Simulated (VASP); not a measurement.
Wanted: the native input for a VASP 6.6.1 run.

* Task: single point
* Functional: PBE
* Potentials or basis: VASP PAW PBE potentials, release 64 (Sb_d_GW, Mn_GW)
* Cutoff: 550 eV
* k mesh: 7 × 7 × 5
* Occupations: gaussian, width 0.1 eV
* Spin: collinear spin, ferromagnetic start
* Starting moments: [0.0, 0.0, 4.0, 4.0] μB
* Further INCAR settings: ALGO = Fast; EDIFF = 1e-06

The structure of MnSb lies in POSCAR:

```
MnSb
1.0
    4.1500000000      0.0000000000      0.0000000000
   -2.0750000000      3.5940054257      0.0000000000
    0.0000000000      0.0000000000      5.7800000000
Sb Mn
2 2
Cartesian
    2.0750000002      1.1980018084      4.3350000000
   -0.0000000002      2.3960036173      1.4450000000
    0.0000000000      0.0000000000      2.8900000000
    0.0000000000      0.0000000000      0.0000000000
```

The input as run:

INCAR

```
PREC = Accurate
ENCUT = 550
EDIFF = 1E-6
ISMEAR = 0
SIGMA = 0.1
LREAL = False
LASPH = True
NELM = 150
ALGO = Fast
ISIF = 2
LWAVE = False
LCHARG = False
ISPIN = 2
MAGMOM = 0 0 4 4
LORBIT = 11
LMAXMIX = 4
GGA = PE
```

KPOINTS

```
regular mesh
0
Gamma
  7 7 5
```

Potentials or basis: VASP PAW PBE potentials, release 64 (Sb_d_GW, Mn_GW).

Command:

```console
$ cat potpaw_PBE.64/Sb_d_GW/POTCAR potpaw_PBE.64/Mn_GW/POTCAR > POTCAR
$ mpirun -np 1 vasp_std > vasp.out
```

Results of the run:

```json
{
 "Pressure": "-3.4 GPa",
 "Band gap on the k mesh": "none (metal or under the smearing width)",
 "Net moment": "6.72 μB per cell",
 "Site moments": "Sb -0.14; Mn +3.42 μB",
 "Valence electrons inside the program's atomic spheres": "Sb 12.77; Mn 5.82"
}
```

Caveat: only a ferromagnetic start was run, and an antiferromagnetic order may lie lower in energy.

Run time: 4.2 min on 1 thread of AMD EPYC 7R43 64-Core Processor (Zen 3) (shared host), peak memory 0.3 GiB.
